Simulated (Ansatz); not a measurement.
# ZnSe (Stilleite): the cost of one run

Computed with Ansatz 0.2.0 (DFT PBEsol, scalar-relativistic, plane waves, PAW, unless a step's input says otherwise).

### Step 1. The starting structure

The structure is cubic, space group F-43m (No. 216). The conventional cell has a = 5.668 Å, b = 5.668 Å, c = 5.668 Å, α = 90.00°, β = 90.00°, γ = 90.00°. Zn (site symmetry -43m) has 4 Se at 2.45 Å as nearest neighbours. Around Se (site symmetry -43m) lie 4 Zn at 2.45 Å.

As a file:

```cif
data_structure
_symmetry_space_group_name_H-M 'P 1'
_symmetry_Int_Tables_number 1
_cell_length_a 4.0076
_cell_length_b 4.0076
_cell_length_c 4.0076
_cell_angle_alpha 60.000
_cell_angle_beta 60.000
_cell_angle_gamma 60.000
_cell_volume 45.51
loop_
_atom_site_label
_atom_site_type_symbol
_atom_site_fract_x
_atom_site_fract_y
_atom_site_fract_z
_atom_site_occupancy
Zn1 Zn 0.00000 0.00000 0.00000 1
Se1 Se 0.25000 0.25000 0.25000 1
```

### Step 2. First run, at the start cell

input.yaml reads:

```yaml
crystal:
  lattice:
    - [0.0, 2.8338, 2.8338]
    - [2.8338, 0.0, 2.8338]
    - [2.8338, 2.8338, 0.0]
  atoms:
    - { symbol: Zn, position: [0.0, 0.0, 0.0] }
    - { symbol: Se, position: [0.25, 0.25, 0.25] }
basis:
  ecutwfc: 420
  ecutrho_ratio: 4
kpoints:
  mp_grid: { grid: [8, 8, 8] }
hamiltonian:
  xc: pbesol
scf:
  occupations: { method: gaussian, width: 0.05 }
output:
  forces: true
  stress: true
  eigenvalues: true
```

Run with:

```
$ ansatz run input.yaml --threads 1 --pin off --max-ram 2560MiB --backend cpu --events-out ev --progress --plain --runs-dir out
```

Q: Estimate wall time and peak memory on 1 thread of Intel Xeon at 2.70GHz, shared host.

About 2.4 s, with a peak of 0.35 GiB.
